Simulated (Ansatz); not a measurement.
# Ionic part of the dielectric constant of ZrO₂ at -3 GPa, mode by mode

These are results of DFT PBEsol, scalar-relativistic, plane waves, PAW (Ansatz 0.2.0), not measurements. Plane waves to 420 eV; Γ-centred k mesh 8×8×8; fixed occupations. No spin polarisation. Phonons by linear response, acoustic sum rule imposed.

Symmetry: Fm-3m, No. 225, cubic system. Conventional cell: a = 5.084 Å, b = 5.084 Å, c = 5.084 Å, α = 90.00°, β = 90.00°, γ = 90.00°. Around Zr (site symmetry m-3m) lie 8 O at 2.20 Å. O (site symmetry -43m) has 4 Zr at 2.20 Å as nearest neighbours.

The primitive cell has V = 32.86 Å³ and ε∞,zz = 5.861. Each polar mode adds Δε = (4.92064×10⁷/V)·S/ν² along z, with S its oscillator strength in e²/amu, ν in cm⁻¹ and V in Å³.

Q: From these modes, find each Δε and ε0,zz.
```tsv
ν (cm⁻¹)	S_zz (e²/amu)
232.4	1.392
```

A:
```tsv
ν (cm⁻¹)	Δε
232.4	38.58
```

The sum is 38.575, so ε0,zz = 44.44; the run's tensor has 44.44.

Q: Where do the longitudinal modes lie for a wave vector along z?

A: At 640 cm⁻¹. The Lyddane–Sachs–Teller product Π(ν_LO/ν_TO)² = 7.58 matches ε0/ε∞ = 7.58.

This fluorite-type form isn't the usual stable structure of the compound at low pressure.

Cost: 1 run of about 0.21 core-minutes, on Intel Xeon 6975P-C (Granite Rapids) (shared hosts).